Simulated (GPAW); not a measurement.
# Screening of a field by Hf2C(OH)2 MXene monolayer

Aim: the dipole that a field along the normal induces in Hf2C(OH)2 MXene monolayer.

Program: GPAW 26.7.0. Level of theory: GPAW, PAW setups; layer in a repeated cell with vacuum, relaxation of atoms and in-plane cell, in the first sound run; inputs show where later runs differ. Results are calculated unless marked as measured.

### Step 1. The structure

The cell holds 7 atoms: 2 H, 2 O, 2 Hf and 1 C. Cell: a = 3.289 Å, b = 3.289 Å, c = 20.913 Å, α = 90.0°, β = 90.0°, γ = 120.0°. Vacuum lies along c.

### Step 2. Relaxation

Forces are removed first; all later runs use this geometry.

Input file run.py:

```python
import json
import numpy as np
from ase import Atoms
from ase.filters import FrechetCellFilter
from ase.optimize import BFGS
from gpaw import GPAW, PW

slab = Atoms(
    ['H', 'O', 'Hf', 'C', 'Hf', 'O', 'H'],
    positions=[
        [-0.00000, 1.89891, 7.00000],
        [-0.00000, 1.89891, 7.98000],
        [1.64450, 0.94945, 9.15872],
        [0.00000, 0.00000, 10.45647],
        [-0.00000, 1.89891, 11.75423],
        [1.64450, 0.94945, 12.93295],
        [1.64450, 0.94945, 13.91295]],
    cell=[[3.289, 0.0, 0.0], [-1.6445, 2.84836, 0.0], [0.0, 0.0, 20.9129]],
    pbc=[True, True, True])

slab.calc = GPAW(mode=PW(600), xc='PBE', kpts={'size': (12, 12, 1), 'gamma': True},
                 occupations={'name': 'fermi-dirac', 'width': 0.05}, nbands='160%',
                 convergence={'density': 1e-05}, maxiter=200,
                 symmetry={'tolerance': 1e-3}, txt='slab.txt')
result = {}
# The in-plane cell is free; stress needs a cell that repeats along all three vectors
path = []
opt = BFGS(FrechetCellFilter(slab, mask=[1, 1, 0, 0, 0, 1]), maxstep=0.2)
opt.attach(lambda: path.append((slab.get_potential_energy(), slab.positions.tolist(), slab.get_forces().tolist())))
result['relaxed'] = bool(opt.run(fmax=0.02, steps=45))
result['path'] = path
result['cell'] = slab.cell.tolist()
print('in-plane lattice', slab.cell.cellpar().round(4)[[0, 1, 5]])
energy = slab.get_potential_energy()
fermi = slab.calc.get_fermi_level()
v = slab.calc.get_electrostatic_potential().mean((0, 1)) - fermi
n = slab.calc.get_pseudo_density().mean((0, 1))
L = slab.cell[2, 2]
z = np.arange(len(v)) * L / len(v)
low, high = slab.positions[:, 2].min(), slab.positions[:, 2].max()
below, above = np.interp([low - 4.8, high + 4.8], z, v)
slopes = [np.interp(x, z, np.gradient(v, z)) for x in (low - 4.8, high + 4.8)]
eps = np.array([[slab.calc.get_eigenvalues(k, s) for k in range(len(slab.calc.get_ibz_k_points()))]
                for s in range(slab.calc.get_number_of_spins())]) - fermi
top, bottom = eps[eps < 0].max(), eps[eps > 0].min()
dipole = slab.get_dipole_moment()[2]
print(f'energy {energy:.4f} eV, Fermi level {fermi:.4f} eV, dipole {dipole:.5f} e A')
print(f'potential 4.8 A off the faces, from the Fermi level: lower {below:.4f} eV, upper {above:.4f} eV')
print(f'slope of the potential there: lower {slopes[0]:.5f}, upper {slopes[1]:.5f} eV/A')
print(f'nearest levels on the mesh: {top:.4f} and {bottom:.4f} eV')
print('magnetic moment', round(slab.get_magnetic_moment(), 3))
result.update(energy=energy, fermi=fermi, dipole=dipole, below=below, above=above, slopes=slopes, edges=[top, bottom],
              z=z.tolist(), v=v.tolist(), n=n.tolist(), positions=slab.positions.tolist(),
              forces=slab.get_forces(apply_constraint=False).tolist(), moments=slab.get_magnetic_moments().tolist())
json.dump(result, open('result.json', 'w'))
```

Run with:

```console
> OMP_NUM_THREADS=1 OPENBLAS_NUM_THREADS=1 python run.py
```

The program printed:

```text
Step          Energy          fmax
BFGS:    0      -50.674251        2.983131
BFGS:    1      -50.905314        1.690067
BFGS:    2      -51.022831        0.399564
BFGS:    3      -51.026164        0.214529
BFGS:    4      -51.031444        0.383629
BFGS:    5      -51.040414        0.463397
BFGS:    6      -51.046090        0.276524
BFGS:    7      -51.047160        0.131595
BFGS:    8      -51.047056        0.122061
BFGS:    9      -51.045529        0.135084
BFGS:   10      -51.043239        0.192763
BFGS:   11      -51.038041        0.163917
BFGS:   12      -51.035831        0.063770
BFGS:   13      -51.035920        0.010318
in-plane lattice [  3.2585   3.2585 120.    ]
energy -51.0256 eV, Fermi level 2.2389 eV, dipole 0.00060 e A
potential 4.8 A off the faces, from the Fermi level: lower 2.3712 eV, upper 2.3681 eV
slope of the potential there: lower -0.00899, upper 0.01044 eV/A
nearest levels on the mesh: -0.0243 and 0.0051 eV
magnetic moment 0.0
```

Elapsed: 11 min, on 1 thread of Intel Xeon Platinum 8375C at 2.90GHz (Ice Lake), shared host; peak memory 0.66 GiB.

Numbers from this step:

| Item | Value |
| --- | --- |
| dipole along the normal | 6.03e-4 e·Å |
| levels nearest the Fermi level on the mesh | -0.02428, 0.005132 eV from the Fermi level |

The electrostatic potential energy of an electron (without an applied field's), less the Fermi level, planar mean by z:

```tsv
z (Å)	electrostatic potential energy of an electron (without an applied field's), less the Fermi level, planar mean (eV)
0.0	2.38
0.5	2.38
1.0	2.38
1.5	2.37
2.0	2.37
2.5	2.37
3.0	2.35
3.5	2.33
4.0	2.28
4.5	2.19
5.0	2.03
5.5	1.73
6.0	1.22
6.5	0.132
7.0	-1.09
7.5	-2.87
8.0	-9.56
8.5	-8.10
9.0	-20.0
9.5	-18.8
10.0	-8.70
10.5	-11.7
11.0	-9.43
11.5	-20.8
12.0	-18.0
12.5	-7.06
13.0	-10.2
13.5	-1.64
14.0	-1.32
14.5	0.394
15.0	1.33
15.5	1.79
16.0	2.05
16.5	2.20
17.0	2.29
17.5	2.33
18.0	2.35
18.5	2.36
19.0	2.37
19.5	2.37
20.0	2.37
20.5	2.38
```

The pseudo valence density, planar mean oscillates, so the rows of the table below give means over windows of 1.39 Å about each position, cut where the curve ends. Its maxima inside the range that stand out by 2 % of the span (Å: e/Å³): 7.8: 0.819, 9.2: 1.15, 11.7: 1.15, 13.1: 0.819. Its minima: 8.5: 0.441, 10.8: 0.541, 12.4: 0.441.

Table of pseudo valence density, planar mean by z; means over each step:

```tsv
z (Å)	pseudo valence density, planar mean (e/Å³)
2.08	8.7e-5
3.48	5.5e-4
4.87	0.00258
6.26	0.0411
7.65	0.514
9.04	0.789
10.43	0.560
11.82	0.797
13.21	0.529
14.60	0.0485
15.99	0.00278
17.38	5.9e-4
18.77	9.5e-5
```

The relaxation lowered the energy of the cell by 0.360 eV (energies extrapolated to zero smearing; the optimiser's log prints free energies). The largest force left on a free atom is 0.010 eV/Å.

### Step 3. Plane waves, PBE

The work function is the vacuum plateau of the electrostatic potential less the Fermi level; a dipole layer lets the two faces have plateaus of their own.

This step: GPAW, PAW setups; slab in vacuum (GPAW 26.7.0).

The cell differs from the one that the last finished run ended in (c 20.913 → 21.120 Å).

Input file run.py:

```python
import json
import numpy as np
from ase import Atoms
from gpaw import GPAW, PW

slab = Atoms(
    ['H', 'O', 'Hf', 'C', 'Hf', 'O', 'H'],
    positions=[
        [0.00000, 1.88132, 7.00000],
        [0.00000, 1.88132, 7.97891],
        [1.62927, 0.94066, 9.33394],
        [0.00000, 0.00000, 10.56007],
        [-0.00000, 1.88132, 11.78622],
        [1.62927, 0.94066, 13.14125],
        [1.62927, 0.94066, 14.12016]],
    cell=[[3.25853, -0.0, 0.0], [-1.62927, 2.82198, 0.0], [0.0, 0.0, 21.1202]],
    pbc=[True, True, False])

slab.calc = GPAW(mode=PW(500), xc='PBE', kpts={'size': (12, 12, 1), 'gamma': True},
                 occupations={'name': 'fermi-dirac', 'width': 0.05}, nbands='160%',
                 convergence={'density': 1e-05}, maxiter=200,
                 poissonsolver={'dipolelayer': 'xy'},
                 symmetry={'tolerance': 1e-3}, txt='slab.txt')
result = {}
energy = slab.get_potential_energy()
fermi = slab.calc.get_fermi_level()
v = slab.calc.get_electrostatic_potential().mean((0, 1)) - fermi
n = slab.calc.get_pseudo_density().mean((0, 1))
L = slab.cell[2, 2]
z = np.arange(len(v)) * L / len(v)
low, high = slab.positions[:, 2].min(), slab.positions[:, 2].max()
below, above = np.interp([low - 4.8, high + 4.8], z, v)
slopes = [np.interp(x, z, np.gradient(v, z)) for x in (low - 4.8, high + 4.8)]
eps = np.array([[slab.calc.get_eigenvalues(k, s) for k in range(len(slab.calc.get_ibz_k_points()))]
                for s in range(slab.calc.get_number_of_spins())]) - fermi
top, bottom = eps[eps < 0].max(), eps[eps > 0].min()
dipole = slab.get_dipole_moment()[2]
print(f'energy {energy:.4f} eV, Fermi level {fermi:.4f} eV, dipole {dipole:.5f} e A')
print(f'potential 4.8 A off the faces, from the Fermi level: lower {below:.4f} eV, upper {above:.4f} eV')
print(f'slope of the potential there: lower {slopes[0]:.5f}, upper {slopes[1]:.5f} eV/A')
print(f'nearest levels on the mesh: {top:.4f} and {bottom:.4f} eV')
print('magnetic moment', round(slab.get_magnetic_moment(), 3))
result.update(energy=energy, fermi=fermi, dipole=dipole, below=below, above=above, slopes=slopes, edges=[top, bottom],
              z=z.tolist(), v=v.tolist(), n=n.tolist(), positions=slab.positions.tolist(),
              forces=slab.get_forces(apply_constraint=False).tolist(), moments=slab.get_magnetic_moments().tolist())
json.dump(result, open('result.json', 'w'))
```

The program printed:

```text
energy -50.3179 eV, Fermi level 2.1903 eV, dipole -0.00086 e A
potential 4.8 A off the faces, from the Fermi level: lower 2.3693 eV, upper 2.3826 eV
slope of the potential there: lower -0.00984, upper 0.00984 eV/A
nearest levels on the mesh: -0.0255 and 0.0054 eV
magnetic moment 0.0
```

Elapsed: 61 s, on 1 thread; peak memory 0.27 GiB.

This step gave:

```yaml
dipole_along_the_normal: -8.58e-4 e·Å
levels_nearest_the_fermi_level_on_the_mesh: -0.02551, 0.005441 eV from the Fermi level
upper_work_function: 2.383 eV
lower_work_function: 2.369 eV
```

The electrostatic potential energy of an electron (without an applied field's), less the Fermi level, planar mean oscillates, so the rows of the table below give means over windows of 1.79 Å about each position, cut where the curve ends. Its maxima inside the range that stand out by 2 % of the span (Å: eV): 7.3: -0.559, 8.4: -6.49, 10.2: -8.54, 10.9: -8.54, 12.7: -6.48, 13.9: -0.547. Its minima: 7.0: -1.36, 8.0: -10.3, 9.3: -22.8, 10.6: -11.9, 11.8: -22.8, 13.1: -10.3, 14.1: -1.34.

Table of electrostatic potential energy of an electron (without an applied field's), less the Fermi level, planar mean by z; means over each step:

```tsv
z (Å)	electrostatic potential energy of an electron (without an applied field's), less the Fermi level, planar mean (eV)
0.90	2.38
2.69	2.36
4.47	2.18
6.27	0.611
8.05	-6.78
9.84	-14.8
11.63	-14.9
13.43	-4.66
15.21	1.25
17.00	2.27
18.79	2.38
20.59	2.39
```

The pseudo valence density, planar mean by z:

```tsv
z (Å)	pseudo valence density, planar mean (e/Å³)
0.00	5.8e-6
0.57	8.8e-6
1.13	1.6e-5
1.70	3.7e-5
2.26	8.2e-5
2.83	1.8e-4
3.39	3.8e-4
3.96	7.8e-4
4.53	0.00149
5.09	0.00267
5.66	0.00495
6.22	0.0142
6.79	0.0776
7.35	0.259
7.92	0.801
8.49	0.468
9.05	0.860
9.62	0.909
10.18	0.541
10.75	0.545
11.31	0.680
11.88	1.11
12.45	0.448
13.01	0.793
13.58	0.402
14.14	0.134
14.71	0.0239
15.27	0.00652
15.84	0.00322
16.41	0.00182
16.97	9.8e-4
17.54	4.9e-4
18.10	2.3e-4
18.67	1.1e-4
19.23	4.8e-5
19.80	2.2e-5
20.37	1.0e-5
20.93	6.9e-6
```

Force by atom:

```tsv
atom	x (eV/Å)	y (eV/Å)	z (eV/Å)	size
H1	0.0000	0.0000	-0.0937	0.0937
O2	0.0000	0.0000	0.0610	0.0610
Hf3	0.0000	0.0000	-0.0017	0.0017
C4	0.0000	0.0000	0.0000	0.0000
Hf5	0.0000	0.0000	0.0017	0.0017
O6	0.0000	0.0000	-0.0610	0.0610
H7	0.0000	0.0000	0.0937	0.0937
```

The potential is flat to 0.010 eV/Å where it is read, so the vacuum is wide enough.

### Step 4. In a field

A uniform field along the normal polarises the slab; the atoms stay fixed, so this is the electronic response alone.

Edit run.py of step 3 so:

```diff
@@ -4,2 +4,3 @@
 from gpaw import GPAW, PW
+from gpaw.external import ConstantElectricField
 
@@ -22,2 +23,3 @@
                  poissonsolver={'dipolelayer': 'xy'},
+                 external=ConstantElectricField(-0.2, [0, 0, 1]),
                  symmetry={'tolerance': 1e-3}, txt='slab.txt')
```

The program printed:

```text
energy -50.3307 eV, Fermi level 2.1786 eV, dipole -0.12941 e A
potential 4.8 A off the faces, from the Fermi level: lower 1.1380 eV, upper 3.6758 eV
slope of the potential there: lower -0.00550, upper 0.01956 eV/A
nearest levels on the mesh: -0.0259 and 0.0035 eV
magnetic moment 0.0
```

Wall time 4.2 min (1 thread); peak memory 0.6 GiB.

Numbers from this step:

| Property | Result |
| --- | --- |
| dipole along the normal | -0.1294 e·Å |
| levels nearest the Fermi level on the mesh | -0.02588, 0.003521 eV from the Fermi level |
| potential below the slab, the applied field's own ramp left out | 1.138 eV from the Fermi level |
| potential above the slab, the applied field's own ramp left out | 3.676 eV from the Fermi level |

The electrostatic potential energy of an electron (without an applied field's), less the Fermi level, planar mean by z:

z (Å), electrostatic potential energy of an electron (without an applied field's), less the Fermi level, planar mean (eV) and a bar from the least value:
```
      0.0        2.4 ############################
      0.5        1.1 ###########################
      1.0        1.1 ###########################
      1.5        1.1 ###########################
      2.0        1.1 ###########################
      2.5        1.1 ###########################
      3.0        1.1 ###########################
      3.5        1.1 ###########################
      4.0        1.1 ###########################
      4.5        1.0 ###########################
      5.0        0.9 ###########################
      5.5        0.7 ##########################
      6.0        0.4 ##########################
      6.5       -0.4 #########################
      7.0       -2.1 #######################
      7.5       -2.2 #######################
      8.0      -10.8 #############
      8.5       -7.3 #################
      9.0      -17.8 ####
      9.5      -21.2 
     10.0       -9.7 ##############
     10.5      -11.6 ############
     11.0       -8.6 ###############
     11.5      -18.2 ####
     12.0      -20.1 #
     12.5       -8.0 ################
     13.0       -8.9 ###############
     13.5       -2.6 ######################
     14.0       -0.3 #########################
     14.5        0.9 ###########################
     15.0        2.2 ############################
     15.5        2.8 #############################
     16.0        3.2 #############################
     16.5        3.4 ##############################
     17.0        3.5 ##############################
     17.5        3.6 ##############################
     18.0        3.6 ##############################
     18.5        3.7 ##############################
     19.0        3.7 ##############################
     19.5        3.7 ##############################
     20.0        3.7 ##############################
     20.5        3.7 ##############################
     21.0        2.9 #############################
```

Force by atom:

```tsv
atom	x (eV/Å)	y (eV/Å)	z (eV/Å)	size
H1	0.000	0.000	-0.071	0.071
O2	0.000	0.000	0.012	0.012
Hf3	0.000	0.000	0.033	0.033
C4	0.000	0.000	-0.011	0.011
Hf5	0.000	0.000	0.026	0.026
O6	0.000	0.000	-0.098	0.098
H7	0.000	0.000	0.111	0.111
```

The dipole is now -0.129 e Å, against -8.6e-4 in the run without a field.

### Step 5. In a field

Edit run.py of step 4 so:

```diff
@@ -23,3 +23,3 @@
                  poissonsolver={'dipolelayer': 'xy'},
-                 external=ConstantElectricField(-0.2, [0, 0, 1]),
+                 external=ConstantElectricField(-0.1, [0, 0, 1]),
                  symmetry={'tolerance': 1e-3}, txt='slab.txt')
```

The program printed:

```text
energy -50.3211 eV, Fermi level 2.1875 eV, dipole -0.06451 e A
potential 4.8 A off the faces, from the Fermi level: lower 1.7506 eV, upper 3.0161 eV
slope of the potential there: lower -0.00721, upper 0.01376 eV/A
nearest levels on the mesh: -0.0256 and 0.0053 eV
magnetic moment 0.0
```

Elapsed: 4 min, on 1 thread; peak memory 0.6 GiB.

Numbers from this step:

| Item | Value |
| --- | --- |
| dipole along the normal | -0.06451 e·Å |
| levels nearest the Fermi level on the mesh | -0.02558, 0.005285 eV from the Fermi level |
| potential below the slab, the applied field's own ramp left out | 1.751 eV from the Fermi level |
| potential above the slab, the applied field's own ramp left out | 3.016 eV from the Fermi level |

The electrostatic potential energy of an electron (without an applied field's), less the Fermi level, planar mean by z:

```tsv
z (Å)	electrostatic potential energy of an electron (without an applied field's), less the Fermi level, planar mean (eV)
0.0	2.39
0.5	1.76
1.0	1.75
1.5	1.75
2.0	1.75
2.5	1.75
3.0	1.74
3.5	1.72
4.0	1.69
4.5	1.62
5.0	1.50
5.5	1.27
6.0	0.861
6.5	0.0135
7.0	-1.70
7.5	-1.83
8.0	-10.5
8.5	-7.10
9.0	-17.7
9.5	-21.1
10.0	-9.66
10.5	-11.6
11.0	-8.61
11.5	-18.3
12.0	-20.3
12.5	-8.17
13.0	-9.14
13.5	-2.89
14.0	-0.659
14.5	0.499
15.0	1.68
15.5	2.25
16.0	2.59
16.5	2.78
17.0	2.90
17.5	2.96
18.0	2.99
18.5	3.01
19.0	3.02
19.5	3.02
20.0	3.02
20.5	3.02
21.0	2.61
```

Force by atom:

```tsv
atom	x (eV/Å)	y (eV/Å)	z (eV/Å)	size
H1	0.000	0.000	-0.083	0.083
O2	0.000	0.000	0.038	0.038
Hf3	0.000	0.000	0.014	0.014
C4	0.000	0.000	-0.005	0.005
Hf5	0.000	0.000	0.015	0.015
O6	0.000	0.000	-0.080	0.080
H7	0.000	0.000	0.103	0.103
```

The dipole is now -0.0645 e Å, against -8.6e-4 in the run without a field.

### Step 6. Field on

Edit run.py of step 5 so:

```diff
@@ -23,3 +23,3 @@
                  poissonsolver={'dipolelayer': 'xy'},
-                 external=ConstantElectricField(-0.1, [0, 0, 1]),
+                 external=ConstantElectricField(-0.05, [0, 0, 1]),
                  symmetry={'tolerance': 1e-3}, txt='slab.txt')
```

The program printed:

```text
energy -50.3187 eV, Fermi level 2.1895 eV, dipole -0.03225 e A
potential 4.8 A off the faces, from the Fermi level: lower 2.0616 eV, upper 2.6942 eV
slope of the potential there: lower -0.00840, upper 0.01161 eV/A
nearest levels on the mesh: -0.0255 and 0.0054 eV
magnetic moment 0.0
```

It took 3.9 min on 1 thread; peak memory 0.6 GiB.

### Step 7. In a field

Edit run.py of step 6 so:

```diff
@@ -23,3 +23,3 @@
                  poissonsolver={'dipolelayer': 'xy'},
-                 external=ConstantElectricField(-0.05, [0, 0, 1]),
+                 external=ConstantElectricField(0.05, [0, 0, 1]),
                  symmetry={'tolerance': 1e-3}, txt='slab.txt')
```

The program printed:

```text
energy -50.3187 eV, Fermi level 2.1895 eV, dipole 0.03225 e A
potential 4.8 A off the faces, from the Fermi level: lower 2.6942 eV, upper 2.0616 eV
slope of the potential there: lower -0.01161, upper 0.00840 eV/A
nearest levels on the mesh: -0.0255 and 0.0054 eV
magnetic moment 0.0
```

Run time: 3.8 min. Hardware: 1 thread; peak memory 0.6 GiB.

Table of electrostatic potential energy of an electron (without an applied field's), less the Fermi level, planar mean by z:

```tsv
z (Å)	electrostatic potential energy of an electron (without an applied field's), less the Fermi level, planar mean (eV)
0.0	2.38
0.5	2.70
1.0	2.70
1.5	2.70
2.0	2.70
2.5	2.69
3.0	2.68
3.5	2.65
4.0	2.61
4.5	2.52
5.0	2.36
5.5	2.08
6.0	1.60
6.5	0.674
7.0	-1.13
7.5	-1.35
8.0	-10.1
8.5	-6.78
9.0	-17.4
9.5	-21.0
10.0	-9.58
10.5	-11.6
11.0	-8.68
11.5	-18.4
12.0	-20.5
12.5	-8.47
13.0	-9.52
13.5	-3.35
14.0	-1.21
14.5	-0.138
15.0	0.958
15.5	1.46
16.0	1.74
16.5	1.89
17.0	1.98
17.5	2.02
18.0	2.05
18.5	2.06
19.0	2.06
19.5	2.06
20.0	2.07
20.5	2.07
21.0	2.27
```

### Step 8. In a field

Edit run.py of step 7 so:

```diff
@@ -23,3 +23,3 @@
                  poissonsolver={'dipolelayer': 'xy'},
-                 external=ConstantElectricField(0.05, [0, 0, 1]),
+                 external=ConstantElectricField(0.1, [0, 0, 1]),
                  symmetry={'tolerance': 1e-3}, txt='slab.txt')
```

The program printed:

```text
energy -50.3211 eV, Fermi level 2.1875 eV, dipole 0.06451 e A
potential 4.8 A off the faces, from the Fermi level: lower 3.0161 eV, upper 1.7506 eV
slope of the potential there: lower -0.01376, upper 0.00721 eV/A
nearest levels on the mesh: -0.0256 and 0.0053 eV
magnetic moment 0.0
```

Wall time 3.9 min (1 thread); peak memory 0.6 GiB.

Electrostatic potential energy of an electron (without an applied field's), less the Fermi level, planar mean against z:

```tsv
z (Å)	electrostatic potential energy of an electron (without an applied field's), less the Fermi level, planar mean (eV)
0.0	2.39
0.5	3.02
1.0	3.02
1.5	3.02
2.0	3.02
2.5	3.01
3.0	3.00
3.5	2.97
4.0	2.92
4.5	2.82
5.0	2.64
5.5	2.35
6.0	1.85
6.5	0.892
7.0	-0.939
7.5	-1.19
8.0	-9.96
8.5	-6.67
9.0	-17.4
9.5	-20.9
10.0	-9.55
10.5	-11.6
11.0	-8.70
11.5	-18.5
12.0	-20.5
12.5	-8.57
13.0	-9.65
13.5	-3.51
14.0	-1.39
14.5	-0.352
15.0	0.717
15.5	1.20
16.0	1.46
16.5	1.60
17.0	1.68
17.5	1.72
18.0	1.74
18.5	1.75
19.0	1.75
19.5	1.75
20.0	1.75
20.5	1.76
21.0	2.17
```

The dipole is now 0.0645 e Å, against -8.6e-4 in the run without a field.

(Continued in part 2 of 2.)

[Logs are printed without paths, hosts, clocks, repeated set-up lines and the standing remarks that a program may print on its own settings, such as how far it seeks lower states.]

[Hosts, paths, dates, database ids (printed as entryN), source tags and the programs' standing remarks are cut or masked in the printed files.]
